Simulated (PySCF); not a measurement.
# Isomerisation enthalpies of C2H4O2

**The experiment to reproduce.**

CRC Handbook of Chemistry and Physics lists, for the gas at 298.15 K: enthalpy of formation of `CC(=O)O` (acetic acid) -432.2 kJ/mol; enthalpy of formation of `COC=O` (methyl formate) -357.4 kJ/mol.

The results are set against them at the end.

Differences of these values give the isomerisation enthalpies. Geometries: GFN2-xTB; runs in PySCF, gas phase, with a dispersion term only where the level names one. Total electronic energies (Eh):

```tsv
SMILES	PBE0/pcSseg-1
CC(=O)O	-228.81485
COC=O	-228.78808
```

Zero-point and thermal terms are left out, so the computed numbers are electronic energies.

**Comparison with experiment**

Relative to `CC(=O)O`, the lowest by measurement, in kJ/mol (measured: enthalpies at 298.15 K; computed: electronic energies):

```
 SMILES  measured  PBE0/pcSseg-1
CC(=O)O       0.0            0.0
  COC=O      74.8           70.3
```

Measured values: -432.2 kJ/mol (298.15 K; CRC Handbook of Chemistry and Physics) for the first row; the others come from the same table. Unsigned miss: PBE0/pcSseg-1 4.5 kJ/mol. One conformer stands for `CC(=O)O` and `COC=O`, not necessarily the lowest, while the measurement averages over conformers. Where a level misses, the cause wasn't examined.

The values belong to the conformer `[CH3:1][C:2](=[O:3])[OH:4]`: H–O4–C2–C1 180°.
